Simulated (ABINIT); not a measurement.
Set up this calculation in ABINIT 10.8.3 (patched build), as the native input.

```yaml
Task: equation of state
Functional: BP86
Dispersion: D3(BJ)
Potentials_or_basis: JTH PAW PBE v2.0
Cutoff: 544 eV
k_mesh: 12 × 12 × 12
Occupations: fermi-dirac, width 0.05 eV
Spin: no spin polarisation
Fine-grid_cutoff: 1088.46 eV
Exchange_and_correlation_inside_the_PAW_spheres: full angular mesh (pawxcdev 0, this build's default; the released program takes 1)
```

Rh:

```
Rh
1.0
     0.00000    1.89785    1.89785
     1.89785    0.00000    1.89785
     1.89785    1.89785    0.00000
Rh
1
Direct
  0.00000 0.00000 0.00000
```

These files were run (other wordings do the same):

run.abi

```
# Datasets: one volume each
ndtset 7
getwfk -1
scalecart1 3*0.9795861087
scalecart2 3*0.9864848297
scalecart3 3*0.9932883884
scalecart4 3*1.0000000000
scalecart5 3*1.0066227096
scalecart6 3*1.0131594038
scalecart7 3*1.0196128224

# Pseudopotentials
pp_dirpath "./"
pseudos "Rh.GGA_PBE-JTH.xml"

# Structure
acell 5.0719591737 5.0719591737 5.0719591737
rprim
     0.0000000000     0.7071067812     0.7071067812
     0.7071067812     0.0000000000     0.7071067812
     0.7071067812     0.7071067812     0.0000000000
ntypat 1
znucl 45
natom 1
typat 1
xred
     0.0000000000     0.0000000000     0.0000000000

# Plane-wave basis
ecut 20.0
pawecutdg 40.0

# k points
kptopt 1
ngkpt 12 12 12
nshiftk 1
shiftk 0.0 0.0 0.0

# Exchange and correlation
ixc -106132
vdw_xc 7

# Bands and occupations
nband 13
occopt 3
tsmear 0.05 eV

# SCF cycle
nstep 100
tolvrs 1.0e-9

# Output
iomode 3
prtwf 1
prtden 0
prteig 0
prtebands 0
enunit 2
```

Potentials or basis: JTH PAW PBE v2.0.

Run with:

```bash
$ abinit run.abi > log 2>&1
```

It gave:

The equilibrium volume is 13.23 Å³/atom. The bulk modulus is 310 GPa and the pressure derivative of the bulk modulus is 4.6 (rough: it moves with the points fitted).

Caveat: pressures at fixed basis lie under the slope of the energies; the PAW data sets were made with another functional, which shifts forces and pressure a little.

It took 76 s on 1 thread of Arm Neoverse V2, on a shared host, peak memory 0.13 GiB.
